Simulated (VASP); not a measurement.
Crystal: AlGa7N8.

```
Al Ga N
1.0
     0.00000    0.00000   -5.16152
     3.17126    5.49279    0.00000
     3.17126   -5.49279    0.00000
Al Ga N
1 7 8
Direct
  0.00159 0.16667 0.33333
  0.00115 0.16725 0.83362
  0.00115 0.66638 0.33275
  0.00115 0.66638 0.83362
  0.50060 0.33254 0.66508
  0.50060 0.33254 0.16746
  0.50100 0.83333 0.66667
  0.50060 0.83492 0.16746
  0.63351 0.16667 0.33333
  0.62320 0.16723 0.83362
  0.62320 0.66638 0.33277
  0.62320 0.66638 0.83362
  0.12173 0.32995 0.65990
  0.12173 0.32995 0.17005
  0.12386 0.83333 0.66667
  0.12173 0.84010 0.17005
```

The cell was built by a generator and needn't be a form met in nature.

Base run:

| Item | Value |
| --- | --- |
| Program | VASP 6.6.1 |
| Functional | TB-mBJ |
| Potentials or basis | VASP PAW PBE potentials, release 64 (Al, Ga_d, N) |
| Cutoff | 520 eV |
| k mesh | 6 × 6 × 5 |
| Occupations | gaussian, width 0.03 eV |
| Spin | no spin polarisation |

Its results: band gap on the k mesh 3.36 eV, direct.

The run is repeated on the same cell with these changes: functional from TB-mBJ to r2SCAN. What comes out?

Band gap on the k mesh 2.64 eV, direct.
